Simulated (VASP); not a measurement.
A run of VASP 6.6.1 is set up as follows.

Contents of POSCAR:

```
MnO
1.0
    3.3717001900      0.0000000000      0.0000000000
   -1.6858500900      2.9199780200      0.0000000000
    0.0000000000      0.0000000000      5.3854988200
Mn O
2 2
Direct
    0.3333333333      0.6666666667      0.0109600000
    0.6666666667      0.3333333333      0.5109600000
    0.3333333333      0.6666666667      0.3754700000
    0.6666666667      0.3333333333      0.8754700000
```

Contents of INCAR.step1:

```
PREC     = Accurate       # precision mode
ENCUT    = 450            # plane-wave cutoff, eV
EDIFF    = 1E-5           # SCF threshold, eV
ISMEAR   = 0              # smearing method
SIGMA    = 0.05           # smearing width, eV
LREAL    = F              # projectors in reciprocal space
LASPH    = T              # aspherical terms in the spheres
NELM     = 120            # most SCF steps
ALGO     = Normal         # electronic algorithm
ISIF     = 2              # what is computed and relaxed
LWAVE    = T              # write WAVECAR
LCHARG   = F              # write CHGCAR
ISPIN    = 2              # spin polarisation
MAGMOM   = 4 -4 0 0       # initial moments
LORBIT   = 11             # projections on sites
LMAXMIX  = 4              # l up to which the mixer works
NBANDS   = 31             # bands
GGA      = PE             # functional
```

Contents of INCAR.step2:

```
PREC     = Accurate       # precision mode
ENCUT    = 450            # plane-wave cutoff, eV
EDIFF    = 1E-7           # SCF threshold, eV
ISMEAR   = 0              # smearing method
SIGMA    = 0.05           # smearing width, eV
LREAL    = F              # projectors in reciprocal space
LASPH    = T              # aspherical terms in the spheres
NELM     = 120            # most SCF steps
ALGO     = Normal         # electronic algorithm
ISIF     = 2              # what is computed and relaxed
LWAVE    = F              # write WAVECAR
LCHARG   = F              # write CHGCAR
ISPIN    = 2              # spin polarisation
MAGMOM   = 4 -4 0 0       # initial moments
LORBIT   = 11             # projections on sites
LMAXMIX  = 4              # l up to which the mixer works
GGA      = PE             # functional
LHFCALC  = T              # exact exchange
HFSCREEN = 0.2            # screening, 1/A
PRECFOCK = Fast         
NBANDS   = 31             # bands
ISTART   = 1
```

Contents of KPOINTS:

```
regular mesh
0
Gamma
  5 5 3
```

Potentials or basis: VASP PAW PBE potentials, release 64 (Mn_pv, O).

Launch:

```sh
$ cat potpaw_PBE.64/Mn_pv/POTCAR potpaw_PBE.64/O/POTCAR > POTCAR
$ cp INCAR.step1 INCAR
$ mpirun -np 1 vasp_std > vasp.out
$ cp INCAR.step2 INCAR
$ mpirun -np 1 vasp_std > vasp.out
```

Task: Estimate the largest force.

Result: 0.513 eV/Å.

Task: Estimate the site moments.

Result: Mn +4.48, -4.48; O -0.07, +0.07 μB.

Task: Estimate the band gap on the k mesh.

Result: 1.70 eV, indirect (least direct gap 1.73 eV).

Task: Predict the net moment.

Result: 0.00 μB per cell.

Forces on the atoms (eV/Å):
```
Mn   0.000  0.000 -0.513
Mn   0.000  0.000 -0.513
O    0.000  0.000  0.513
O    0.000  0.000  0.513
```

Caveat: the k mesh is coarse (spacing up to 0.43 Å⁻¹), so the values aren't converged, least of all with exact exchange; the PAW data sets were made with another functional, which shifts forces and pressure a little; an odd mesh through Γ misses points on the zone boundary, where band edges often lie.
